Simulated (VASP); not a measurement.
Elastic constants (GPa) of a crystal from PBEsol GGA, VASP's PBE PAW potentials (set 64) (VASP):

|  | xx | yy | zz | yz | xz | xy |
|---|---|---|---|---|---|---|
| xx | 213.9 | 108.8 | 89.2 | 0.0 | 0.0 | 0.0 |
| yy | 108.8 | 213.9 | 89.2 | 0.0 | 0.0 | 0.0 |
| zz | 89.2 | 89.2 | 221.3 | 0.0 | 0.0 | 0.0 |
| yz | 0.0 | 0.0 | 0.0 | 47.1 | 0.0 | 0.0 |
| xz | 0.0 | 0.0 | 0.0 | 0.0 | 47.1 | 0.0 |
| xy | 0.0 | 0.0 | 0.0 | 0.0 | 0.0 | 52.6 |

Finite-difference elastic constants of metals are sensitive to mesh and smearing; shear constants can be off by tens of GPa.

Problem. Work out the Voigt, Reuss and Hill moduli, Young's modulus and Poisson's ratio.

Solution. All eigenvalues are positive (smallest 47.1 GPa), so the crystal is stable. K_V = (C11+C22+C33+2(C12+C13+C23))/9 = (649.1 + 2×287.2)/9 = 135.9 GPa; G_V = (649.1 − 287.2 + 3×146.8)/15 = 53.5 GPa. From the compliances, K_R = 135.9 GPa and G_R = 52.5 GPa. Hill: K = 135.9 GPa, G = 53.0 GPa, E = 9KG/(3K+G) = 140.7 GPa, ν = (3K−2G)/(2(3K+G)) = 0.327. K/G = 2.56, above Pugh's 1.75; universal anisotropy A^U = 0.09.

Problem. With a density of 6.91 g/cm³, what are the mean sound speeds?

Solution. v_l = √((K+4G/3)/ρ) = 5.47 km/s and v_t = √(G/ρ) = 2.77 km/s. The crystal is InN (wurtzite), hexagonal.

The compound is InN in the wurtzite structure. It was relaxed first.
